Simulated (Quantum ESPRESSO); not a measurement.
Runs of Quantum ESPRESSO 7.5 on TiC. It takes space group Fm-3m (No. 225, cubic). The conventional cell has a = 4.331 Å, b = 4.331 Å, c = 4.331 Å, α = 90.00°, β = 90.00°, γ = 90.00°. Around Ti (site symmetry m-3m) lie 6 C at 2.17 Å. C (site symmetry m-3m) is surrounded by 6 Ti at 2.17 Å. The cell is a database's computed one.

| task | level | potentials or basis | U | cell | k mesh | cutoff (eV) | smearing | mixing beta | SCF threshold | form of the LDA correlation | symmetry | start of the occupations | gap on the mesh (eV) | pressure (GPa) | V0 of scaled cells (Å³/atom) | B0 (GPa) |
| --- | --- | --- | --- | --- | --- | --- | --- | --- | --- | --- | --- | --- | --- | --- | --- | --- |
| equation of state | PBE | SSSP 1.3 efficiency PBE | - | as given | 11 × 11 × 11 | 748 | fermi-dirac 0.05 eV | 0.5 | 4e-10 Ry | - | - | - | - | - | (a) | 251 |
| band structure | LDA | GBRV 1.5 LDA | - | as given | 11 × 11 × 11 | 612 | fermi-dirac 0.05 eV | 0.5 | 4e-10 Ry | PZ81 | - | - | none | -12.4 | - | - |
| band structure | r2SCAN | SG15 PBE 1.2 | - | as given | 8 × 8 × 8 | 1197 | fermi-dirac 0.05 eV | 0.5 | 1e-08 Ry | - | off | - | none | (b) | - | - |
| Hubbard U by linear response | LDA+U | PseudoDojo 0.4.1 SR LDA standard | Ti d U = 6.0 eV | as given | 8 × 8 × 8 | 1143 | cold 0.2 eV | 0.3 | 4e-10 Ry | PW92 | - | default | none | -1.3 | - | - |
| band structure | LDA | PseudoDojo 0.4.1 SR LDA standard | - | as given | 11 × 11 × 11 | 1143 | fermi-dirac 0.05 eV | 0.5 | 4e-10 Ry | PW92 | - | - | none | -12.3 | - | - |
| phonons | PBE | JTH 2.0 PBE | - | relaxed | 11 × 11 × 11 | 490 | methfessel-paxton 0.136 eV | 0.5 | 4e-10 Ry | - | - | - | none | - | - | - |
| band structure | PBE | PseudoDojo 0.4.1 SR PBE standard | - | as given | 11 × 11 × 11 | 1143 | fermi-dirac 0.05 eV | 0.5 | 4e-10 Ry | - | - | - | none | 0.3 | - | - |
| equation of state | r2SCAN | SG15 PBE 1.2 | - | as given | 8 × 8 × 8 | 1197 | fermi-dirac 0.05 eV | 0.5 | 1e-08 Ry | - | off | - | - | - | (c) | 264 |
| equation of state | PBE+D3(BJ) | PseudoDojo 0.4.1 SR PBE standard | - | as given | 11 × 11 × 11 | 1143 | fermi-dirac 0.05 eV | 0.5 | 4e-10 Ry | - | - | - | - | - | 9.94 | 264 |
| band structure | PBEsol | PseudoDojo 0.4.1 SR PBEsol standard | - | as given | 11 × 11 × 11 | 1143 | fermi-dirac 0.05 eV | 0.5 | 4e-10 Ry | - | - | - | none | -6.5 | - | - |
| phonon dispersion | PBE | JTH 2.0 PBE | - | relaxed | 12 × 12 × 12 | 490 | cold 0.136 eV | 0.5 | 4e-10 Ry | - | - | - | none | - | - | - |
| Hubbard U by linear response | PBE+U | JTH 2.0 PBE | Ti d U = 0.0001 eV | as given | 8 × 8 × 8 | 490 | cold 0.272 eV | 0.3 | 4e-10 Ry | - | - | default | none | - | - | - |

Alike in all rows: no spin polarisation.

Estimate the missing entries.

(a) 10.17; (b) -0.7; (c) 10.13.

Caveats: the cutoff is low for these files, which shifts pressure and relaxed volume (some runs); the potentials were made for another functional, which shifts forces and pressure (some runs); U without spin polarisation on a metal has little footing (some runs); the U is typed as a test and isn't derived for this compound (some runs); before the sum rule the acoustic modes lie tens of cm⁻¹ from zero, a sign that the density grid also shifts the optical modes (some runs).

A k mesh can miss the band edges.

A gap of «none» marks a metal or a gap under the smearing width.

Not every run made on this cell is shown here.
